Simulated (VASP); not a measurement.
## CdS (Hawleyite): optical spectrum with PBE

CdS (Hawleyite):

```
Cd S
1.0
     0.00000    2.91764    2.91764
     2.91764    0.00000    2.91764
     2.91764    2.91764    0.00000
Cd S
1 1
Cartesian
  5.8353 5.8353 5.8353
  1.4588 1.4588 1.4588
```

| Quantity | Value |
| --- | --- |
| Program | VASP 6.6.1 |
| Task | optical spectrum |
| Functional | PBE |
| Potentials or basis | VASP PAW PBE potentials, release 64 (Cd, S) |
| Cutoff | 520 eV |
| k mesh | 8 × 8 × 8 |
| Occupations | gaussian, width 0.03 eV |
| Spin | no spin polarisation |
| Further INCAR settings | ALGO = Normal; EDIFF = 1e-06; NBANDS = 33 |

```json
{
  "Pressure": "3.1 GPa",
  "Band gap on the k mesh": "1.15 eV, direct"
}
```

Levels at points of the mesh, in eV from the valence-band top:
```csv
k point,band 6,band 7,band 8,band 9,band 10,band 11,band 12,band 13
"(0.00, 0.00, 0.00)",-7.25,0.00,0.00,0.00,1.15,6.55,6.55,6.55
"(0.50, 0.00, 0.00)",-6.87,-4.40,-0.75,-0.75,3.01,7.01,7.01,7.47
"(0.50, 0.50, 0.00)",-6.80,-3.95,-1.88,-1.88,3.55,4.35,9.23,10.77
```

Dielectric function (mean over the directions given):
| energy (eV) | real part | imaginary part |
| --- | --- | --- |
| 0.26 | 6.80 | 0.04 |
| 0.87 | 7.63 | 0.44 |
| 1.56 | 6.59 | 0.41 |
| 2.26 | 5.18 | 1.72 |
| 2.95 | 7.03 | 2.80 |
| 3.65 | 8.92 | 6.29 |
| 4.26 | 8.73 | 3.43 |
| 4.95 | 5.92 | 3.26 |
| 5.65 | 1.27 | 8.82 |
| 6.34 | 2.57 | 10.07 |
| 7.04 | -0.01 | 6.17 |
| 7.73 | -0.05 | 9.35 |
| 8.34 | -2.18 | 4.31 |
| 9.04 | -1.14 | 2.10 |
| 9.73 | -1.10 | 1.83 |
| 10.43 | -0.90 | 1.81 |
| 11.12 | -0.53 | 1.89 |
| 11.82 | -0.23 | 1.50 |
| 12.43 | -0.40 | 1.07 |
| 13.12 | -0.31 | 0.89 |
| 13.82 | 0.00 | 0.72 |
| 14.51 | -0.08 | 1.03 |
| 15.21 | 0.00 | 0.73 |
| 15.90 | -0.02 | 0.48 |
| 16.51 | 0.30 | 0.57 |
| 17.21 | 0.21 | 0.60 |
| 17.90 | 0.10 | 0.39 |
| 18.60 | 0.38 | 0.39 |
| 19.29 | 0.54 | 0.49 |
| 19.99 | 0.49 | 0.56 |

Wall time 14 s on 1 thread of Intel(R) Xeon(R) 6975P-C (Granite Rapids), with other jobs on the host, peak memory 0.2 GiB.

Caveat: spectra need much finer meshes, so this one isn't converged; independent-particle spectra lack excitons.
